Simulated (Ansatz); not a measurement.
# What a change of settings does to a run on KF

The cell was built from the rocksalt type and relaxed in the same program; it needn't be a known or the stable phase. The listed cell was then made from it by scaling, straining or moving an atom.

First run: DFT, PBE, all-electron PAW with datasets made for the crystal, scalar-relativistic (Ansatz 0.2.0).

Command: `ansatz run input.yaml --threads 1 --pin off --max-ram 2048MiB --backend cpu --events-out ev --progress --plain --runs-dir out` The run took 51 s on 1 thread of Arm Neoverse V1 (shared host).

```yaml
crystal:
  lattice:
    - [0.0, 2.7098876288, 2.7098876288]
    - [2.7098876288, 0.0, 2.7098876288]
    - [2.7098876288, 2.7098876288, 0.0]
  atoms:
    - { symbol: K, position: [0.0221411395, 0.0221411395, -0.0221411395] }
    - { symbol: F, position: [0.5, 0.5, 0.5] }
kpoints:
  mp_grid: { grid: [16, 16, 16] }
scf:
  occupations: { method: fermi_dirac, width: 0.08 }
hamiltonian:
  xc: pbe
  pseudopotentials: { kind: all_electron, datasets: crystal }
output:
  forces: true
  stress: true
  eigenvalues: true
  efg: { contact_densities: true }
```

Result: converged; pressure 0.19 GPa; largest force 0.164 eV/Å; gap on the k mesh 5.96 eV; 8 SCF iterations.

The input is then changed:

```diff
@@ -14,4 +14,5 @@
   xc: pbe
   pseudopotentials: { kind: all_electron, datasets: crystal }
+  dispersion: d4
 output:
   forces: true
```

(1) Predict the outcome of the changed run.

Answers

(1) It converged; pressure -0.36 GPa; largest force 0.163 eV/Å; gap on the k mesh 5.96 eV; 8 SCF iterations.
